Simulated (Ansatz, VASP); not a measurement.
# Two plane-wave programs on PtSe2 (Sudovikovite)

Contents of INCAR:

```
SYSTEM = PtSe2
PREC = Accurate
ENCUT = 520
EDIFF = 1E-7
ISMEAR = -1
SIGMA = 0.05
LREAL = .False.
LASPH = .True.
NELM = 100
ALGO = Normal
ISIF = 2
LWAVE = .False.
LCHARG = .True.
GGA = PE
IVDW = 12
LELF = .True.
LVHAR = .True.
NBANDS = 18
```

The input KPOINTS:

```
Automatic mesh
0
Gamma
  8 8 5
  0 0 0
```

Contents of POSCAR:

```
PtSe2
1.0
    3.7486629704      0.0000000000      0.0000000000
   -1.8743314852      3.2464373626      0.0000000000
    0.0000000000      0.0000000000      5.0955241558
Pt Se
1 2
Direct
    0.0000000000      0.0000000000      0.0000000000
    0.6666666667      0.3333333333      0.7500000000
    0.3333333333      0.6666666667      0.2500000000
```

File input.yaml:

```yaml
crystal:
  lattice:
    - [3.7486629704, 0.0, 0.0]
    - [-1.8743314852, 3.2464373626, 0.0]
    - [0.0, 0.0, 5.0955241558]
  atoms:
    - { symbol: Pt, position: [0.0, 0.0, 0.0] }
    - { symbol: Se, position: [0.6666666667, 0.3333333333, 0.75] }
    - { symbol: Se, position: [0.3333333333, 0.6666666667, 0.25] }
hamiltonian:
  xc: pbe
  pseudopotentials: { kind: paw }
  dispersion: d3bj
kpoints:
  mp_grid: { grid: [8, 8, 5] }
scf:
  occupations: { method: fermi_dirac, width: 0.05 }
output:
  forces: true
  stress: true
  eigenvalues: true
  write_density: true
  write_potential: true
  elf: true
  volumetric_format: npy
```

Alike in both runs: task single point; functional PBE; dispersion D3(BJ); k mesh 8 × 8 × 5; occupations fermi-dirac, width 0.05 eV; no spin polarisation.

```csv
,VASP,Ansatz
version,VASP 6.6.1,Ansatz 0.2.0
potentials or method,"VASP PAW PBE potentials, release 64 (Pt, Se)",Ansatz PAW
plane-wave cutoff (eV),520,420
valence electrons in the cell,22,50
```

Ansatz gave:

* gap on the k mesh at the Fermi level (eV): none
* pressure (GPa): 0.9
* largest component of the traceless stress (GPa): 0.64
* rms of the force components (eV/Å): 0.176
* dispersion energy (meV/atom): -467.6

**Question.** Estimate VASP's values.

**Answer.** gap on the k mesh at the Fermi level (eV): none; pressure (GPa): 0.8; largest component of the traceless stress (GPa): 0.65; rms of the force components (eV/Å): 0.178; dispersion energy (meV/atom): -467.5.

Atom by atom the forces differ by 0.003 eV/Å (rms over components). A gap of «none» marks a metal or a gap that the smearing closes. The two sets of potentials don't hold the same shells in valence.

Caveats: pairwise dispersion overbinds metals, which lowers pressure and volume. The runs have no spin-orbit coupling, so splittings on Pt are missing.
